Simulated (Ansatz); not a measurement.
# LiCl: relaxation of cell and atoms

Computed with Ansatz 0.2.0, DFT, PBE, PAW with Ansatz's default frozen-core files, scalar-relativistic.

Command: `ansatz run input.yaml --threads 1 --pin off --max-ram 2048MiB --backend cpu --events-out ev --progress --plain --runs-dir out` The run took 14 s on 1 thread of AMD EPYC 7R43 64-Core Processor (Zen 3), with other jobs on the host, peak memory 0.41 GiB.

```yaml
crystal:
  lattice:
    - [0.0, 2.2781928034, 2.2781928034]
    - [2.2781928034, 0.0, 2.2781928034]
    - [2.2781928034, 2.2781928034, 0.0]
  atoms:
    - { symbol: Li, position: [0.0, 0.0, 0.0] }
    - { symbol: Cl, position: [0.5, 0.5, 0.5] }
kpoints:
  mp_grid: { grid: [14, 14, 14] }
scf:
  occupations: { method: fermi_dirac, width: 0.05 }
hamiltonian:
  xc: pbe
  pseudopotentials: { kind: paw }
output:
  forces: true
  stress: true
  write_density: true
  write_potential: true
  elf: true
  volumetric_format: npy
relax:
  f_tol: 0.005
  max_steps: 80
  cell: {}
```

The cell is built from the rocksalt type as a first guess.

The cutoff is 420 eV; energies and pressures of the walk include the program's estimate of the Pulay term.

Each frame lists the cell vectors (Å), then Cartesian positions (Å); symmetry keeps all forces zero. Free energies count from the first step, -1287.2234 eV.

The walk took 8 evaluations in all; steps that aren't listed are left out.

Step 1: E = 0.0 meV, P = 25.75 GPa

```
cell 0.0000 2.2782 2.2782 2.2782 0.0000 2.2782 2.2782 2.2782 0.0000
Li    0.0000    0.0000    0.0000
Cl    2.2782    2.2782    2.2782
```

Step 2: E = -404.8 meV, P = 11.65 GPa

```
cell 0.0000 2.3887 2.3887 2.3887 0.0000 2.3887 2.3887 2.3887 0.0000
Li    0.0000    0.0000    0.0000
Cl    2.3887    2.3887    2.3887
```

Step 3: E = -579.1 meV, P = 3.46 GPa

```
cell 0.0000 2.4980 2.4980 2.4980 0.0000 2.4980 2.4980 2.4980 0.0000
Li    0.0000    0.0000    0.0000
Cl    2.4980    2.4980    2.4980
```

Step 4: E = -605.3 meV, P = 0.84 GPa

```
cell 0.0000 2.5507 2.5507 2.5507 0.0000 2.5507 2.5507 2.5507 0.0000
Li    0.0000    0.0000    0.0000
Cl    2.5507    2.5507    2.5507
```

Step 5: E = -607.3 meV, P = -0.01 GPa

```
cell 0.0000 2.5710 2.5710 2.5710 0.0000 2.5710 2.5710 2.5710 0.0000
Li    0.0000    0.0000    0.0000
Cl    2.5710    2.5710    2.5710
```

Step 6: E = -610.4 meV, P = 0.16 GPa (the cell of the step before, solved again on a basis chosen afresh, hence the jump)

**Question.** How does the relaxation end?

**Answer.** It converges, with a = 5.150 Å, b = 5.150 Å, c = 5.150 Å, α = 90.00°, β = 90.00°, γ = 90.00° (conventional cell, space group Fm-3m). The last solve (on a basis chosen afresh for the final cell, so its energy is not quite comparable) gives E = -610.5 meV, P = 0.01 GPa:
```
cell 0.0000 2.5748 2.5748 2.5748 0.0000 2.5748 2.5748 2.5748 0.0000
Li    0.0000    0.0000    0.0000
Cl    2.5748    2.5748    2.5748
```
